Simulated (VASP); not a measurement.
Here is a VASP 6.6.1 calculation.

The input INCAR:

```
PREC = Accurate
ENCUT = 520
EDIFF = 1E-7
ISMEAR = 0
SIGMA = 0.02
LREAL = False
LASPH = True
NELM = 100
ALGO = Fast
ISIF = 2
LWAVE = False
LCHARG = False
GGA = PS
ICORELEVEL = 1
```

The input KPOINTS:

```
regular mesh
0
Gamma
  7 7 7
```

File POSCAR:

```
CdTe
1.0
    0.0000000000      3.2050000000      3.2050000000
    3.2050000000      0.0000000000      3.2050000000
    3.2050000000      3.2050000000      0.0000000000
Te Cd
1 1
Direct
    0.7500000000      0.7500000000      0.7500000000
    0.0000000000      0.0000000000      0.0000000000
```

Potentials or basis: VASP PAW PBE potentials, release 64 (Te, Cd).

The run is started by

```sh
$ cat potpaw_PBE.64/Te/POTCAR potpaw_PBE.64/Cd/POTCAR > POTCAR
$ mpirun -np 1 vasp_std > vasp.out
```

(1) Predict the pressure.

(2) Predict the band gap on the k mesh.

Results:

(1) 1.9 GPa.

(2) 0.76 eV, direct.

Caveat: the PAW data sets were made with another functional, which shifts forces and pressure a little; spin-orbit coupling is left out, which moves the levels of the heavy elements.

**The experiment to reproduce.**

A printed reference work, data compilation reports, for a bulk crystal of CdTe at 0 K: band gap 1.607 eV.

Measured gap of CdTe: 1.607 eV (0 K; a printed reference work, data compilation). This calculation gives 0.76 eV (-0.85 eV). Spin-orbit coupling on Cd, Te is left out. The value is that of PBEsol, without temperature or zero-point motion. Semilocal functionals fall short of measured gaps as a rule.
